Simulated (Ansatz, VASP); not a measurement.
# Two plane-wave programs on SiGe5

```
Si Ge
1.0
    -3.44962    3.44962    2.78119
     3.44962   -3.44962    2.78119
     3.44962    3.44962   -2.78119
Si Ge
1 5
Direct
  0.50000 0.50000 0.00000
  0.00000 0.00000 0.50000
  0.50000 0.50000 0.50000
  0.00000 0.50000 0.00000
  0.50000 0.00000 0.00000
  0.00000 0.00000 0.00000
```

Alike in both runs: functional PBE; k mesh 4 × 4 × 4; occupations gaussian, width 0.1 eV; no spin polarisation.

Ansatz relaxed the structure, and its values are those at the end. VASP's run is a single point on that final structure, the one shown.

|  | VASP | Ansatz |
| --- | --- | --- |
| version | VASP 6.6.1 | Ansatz 0.2.0 |
| potentials or method | VASP PAW PBE potentials, release 64 (Si, Ge_d) | scalar-relativistic, plane waves, PAW |
| plane-wave cutoff (eV) | 520 | 420 |
| valence electrons in the cell | 74 | 74 |

```tsv
	VASP	Ansatz	Ansatz less VASP
gap on the k mesh at the Fermi level (eV)	none	none	-
pressure (GPa)	-0.1	0.0	+0.10
```

A gap of «none» marks a metal or a gap that the smearing closes.

Caveats: the k mesh is coarse (spacing up to 0.36 Å⁻¹), so the values aren't converged.
